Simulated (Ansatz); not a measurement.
Output of an Ansatz run (abridged):

```
WARN ansatz: RAYON_NUM_THREADS=1 ignored (pool sized by the plan → 1); use --threads N
Pseudopotentials: kind: paw
Pseudopotential: Ca, paw, valence charge 10
Pseudopotential: F, paw, valence charge 7
Crystal: 3 atoms, lattice volume = 38.950 Å³
Basis set: ecut = 420 eV, 749 PW (Γ), exchange–correlation on 54×54×54 points (8 copies of the dense FFT grid, shifted against one another)
Bands: 16, of which v1, the nominal top of the filled ones, is band 12 counted from 1 (11 counted from 0)
Symmetry: 48 space group operations
Space group: Fm-3m (ITA 225), of the structure as read, at distance tolerance 3.4e-5 Å
k-points: 56 of 1331
Initial density: superposition of atomic densities (neutral atoms: chi_scale 0, normalization atom), corrected by the library's trained network
Initial wavefunctions: pseudopotential atomic-orbital guess
Eigensolver: davidson
Functional: x = pbe(κ = 0.804, μ = 0.2195149727645171), c = pbe(β = 0.06672455060314922)
SCF iter   1: F=—  HF=-3439.755450 eV  |F-HF|=—  |Δ(HF+E_count)|=         —  Δρ=1.19e-3  dr2=3.88e-4  ethr=1.77e-3  ⟨swp⟩=4.5  Hψ=4530  notcnv=0  defer=59
all-band conjugate gradients solve this SCF's bands
preconditioner: auto → none
SCF iter   2: F=—  HF=-3439.755826 eV  |F-HF|=—  |Δ(HF+E_count)|=   3.76e-4  Δρ=1.32e-3  dr2=4.72e-4  ethr=1.62e-6  ⟨swp⟩=2.1  Hψ=2123  notcnv=0  defer=108
SCF iter   3: F=—  HF=-3439.755736 eV  |F-HF|=—  |Δ(HF+E_count)|=   9.00e-5  Δρ=3.62e-4  dr2=3.84e-5  ethr=1.62e-6  ⟨swp⟩=2.0  Hψ=1339  notcnv=0  defer=100
SCF iter   4: F=—  HF=-3439.755610 eV  |F-HF|=—  |Δ(HF+E_count)|=   1.25e-4  Δρ=5.77e-5  dr2=4.13e-7  ethr=1.60e-7  ⟨swp⟩=2.0  Hψ=1459  notcnv=0  defer=94
SCF iter   5: F=—  HF=-3439.755616 eV  |F-HF|=—  |Δ(HF+E_count)|=   5.29e-6  Δρ=3.37e-5  dr2=3.51e-7  ethr=1.72e-9  ⟨swp⟩=2.0  Hψ=1579  notcnv=0  defer=98
SCF iter   6: F=-3439.755616 eV  HF=-3439.755616 eV  |F-HF|=7.10e-8  |Δ(HF+E_count)|=   7.22e-8  Δρ=1.55e-5  dr2=8.18e-8  ethr=4.17e-10  ⟨swp⟩=4.7  Hψ=4832  notcnv=0
SCF 1 converged in 6 iterations: F = -3439.755616 eV  dr2 = 8.18e-8
SCF converged after 6 iterations
Free energy (F): -3439.755616 eV
Harris-Foulkes:  -3439.755616 eV  (|F-HF|=7.10e-8)
Internal energy: -3439.755616 eV  (E = F + TS)
E sigma→0 (E₀):  -3439.755616 eV
Fermi energy:    3.758210 eV
--- Per-component energies (eV) ---
  E_band       = -175.206792
  E_kinetic    = 695.729610
  E_local      = -1752.144745  (includes V_loc(G=0)·N_el)
  E_nonlocal   = 210.378601
  E_hartree    = 623.606701
  E_xc         = -299.484389
  E_vxc        = -379.226930  (∫ρ·V_xc dr)
  E_paw        = -1259.838795  (= ΣΔE_a)
  E_vpaw       = -197.153498  (= ΣTr[D̂ρ^β])
  E_aug_tail   = 0.004094  (compensation charges beyond the density's cutoff)
  E_ewald      = -1658.006693
  E_smearing   = -0.000000  (= −TS)
  E_closure    = -0.000000  (closes the sum)
  Σ components = -3439.755616   (vs F -3439.755616, Δ=0.00e0)
--- Forces (eV/Å), atoms counted from 1 ---
  atom   1  Ca    -0.00000000    -0.00000000     0.00000000
   [... zero for the other atoms too ...]
  max |Σ_I F_I| component: 9.25e-18 eV/Å
--- Stress (GPa, compression-positive) ---
        6.517992       0.000000      -0.000000
        0.000000       6.517992       0.000000
       -0.000000      -0.000000       6.517992
  P = ⅓ Tr σ = 6.5180 GPa (65.180 kbar)
  The stress holds the Pulay correction. Without it, at fixed plane waves, as pw.x and ABINIT print it: P = 5.9196 GPa
--- Band table (eV; the first three rows and the last of 56) ---
  k-point 0: bands = ["-32.0465", "-16.2675", "-15.4300", "-12.9846", "-12.9846", "-12.9846", "1.5238", "1.5238", "1.5238", "3.5081", "3.5081", "3.5081", "11.3440", "13.1164", "13.1164", "15.3564"]
  k-point 1: bands = ["-32.0431", "-16.2924", "-15.4526", "-12.9887", "-12.9887", "-12.9450", "1.5644", "1.5644", "1.6000", "3.4041", "3.4674", "3.4674", "11.5673", "13.1367", "13.1367", "15.2658"]
  k-point 2: bands = ["-32.0341", "-16.3478", "-15.5269", "-12.9995", "-12.9995", "-12.8351", "1.6773", "1.6773", "1.8030", "3.1470", "3.3557", "3.3557", "12.1399", "13.1901", "13.1901", "15.0685"]
  k-point 55: bands = ["-31.9903", "-16.3057", "-16.2047", "-13.1087", "-12.6830", "-12.5713", "1.3828", "1.6015", "2.5824", "2.7696", "3.4566", "3.6520", "12.3692", "13.7351", "13.9171", "14.0890"]
```

The structure:

```xyz
3
Lattice="0.0000 2.6905 2.6905 2.6905 0.0000 2.6905 2.6905 2.6905 0.0000" Properties=species:S:1:pos:R:3 pbc="T T T"
Ca     0.0000     0.0000     0.0000
F      4.0357     4.0357     4.0357
F      1.3452     1.3452     1.3452
```

Task: Write an input that gives this output.

Result: Other spellings and defaults could give the same log, and not every line can be read from it. The input that was run (DFT, PBE, plane waves, default PAW files):

Ansatz 0.2 input:
```yaml
crystal:
  lattice:
    - [0.000000, 2.690453, 2.690453]
    - [2.690453, 0.000000, 2.690453]
    - [2.690453, 2.690453, 0.000000]
  atoms:
    - { symbol: Ca, position: [0.000000, 0.000000, 0.000000] }
    - { symbol: F, position: [0.750000, 0.750000, 0.750000] }
    - { symbol: F, position: [0.250000, 0.250000, 0.250000] }
basis:
  ecutwfc: 420.0
kpoints:
  mp_grid: { grid: [11, 11, 11] }
hamiltonian:
  xc: pbe
  pseudopotentials: { kind: paw }
scf:
  occupations: { method: fixed }
output:
  forces: true
  eigenvalues: true
  stress: true
```

The starting cell comes from a database of computed structures (which also holds hypothetical and non-ambient phases and stackings), without a prior relaxation at this level. Its lattice was rescaled by a random factor within 2.5 % of one. With a pressure of about 7 GPa the cell is away from its equilibrium volume at this level. Ansatz's pressure includes its estimate of the finite-basis (Pulay) stress. Without the estimate this run gives 5.92 GPa.

Ansatz is an electronic-structure program.
